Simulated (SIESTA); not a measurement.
## AgBr under changes of volume

One of the cells (24.116 Å³/atom); the others are scaled copies at fixed shape and fractional positions:

```
Ag Br
1.0
     0.00000    2.88916    2.88916
     2.88916    0.00000    2.88916
     2.88916    2.88916    0.00000
Ag Br
1 1
Direct
  0.00000 0.00000 0.00000
  0.50000 0.50000 0.50000
```

```yaml
Program: SIESTA 5.4.2
Functional: PBE
Potentials_or_basis: PseudoDojo 0.4 standard (PBE files)
Basis: DZP (energy shift 0.002 Ry)
Grid_cutoff: 800 Ry
Energy_shift: 0.002 Ry
k_mesh: 8 × 8 × 8
Occupations: fermi-dirac, width 0.05 eV
Spin: no spin polarisation
```

```csv
volume (Å³/atom),energy over the lowest point (meV/atom),pressure (GPa),gap on the mesh (eV)
22.225,?,?,?
22.698,36.99,5.3,0.97
23.171,23.33,4.0,0.97
24.116,6.05,1.9,0.98
24.589,1.84,1.0,0.98
25.062,0.00,0.2,0.99
```

**Question.** What does the run at 22.225 Å³/atom give?

**Answer.** Energy over the lowest point 54.70 meV/atom; pressure 6.7 GPa; gap on the mesh 0.97 eV.

Worked out: A Birch-Murnaghan fit of order 3 (a polynomial in V^(-2/3)) to the other rows has its minimum at 25.20 Å³/atom, just outside them, with B0 = V·E''(V) = 39 GPa and B' = 5.0. It gives 54.60 meV/atom at 22.225 Å³/atom, against the run's 54.70, and -dE/dV = 6.7 GPa, against 6.7. A straight line through the other rows of the gap, of slope 0.193 eV per unit of ln V, extrapolates to 0.96 eV, against the run's 0.97.

Energies are extrapolated to zero smearing.

Caveats: semicore shells carry a single zeta, which can move pressures by several GPa and volumes by a few percent; the basis of atomic orbitals isn't converged, which shifts pressures, moduli and gaps.

A mesh can miss the band edges. Spin-orbit coupling on Ag, Br is left out.
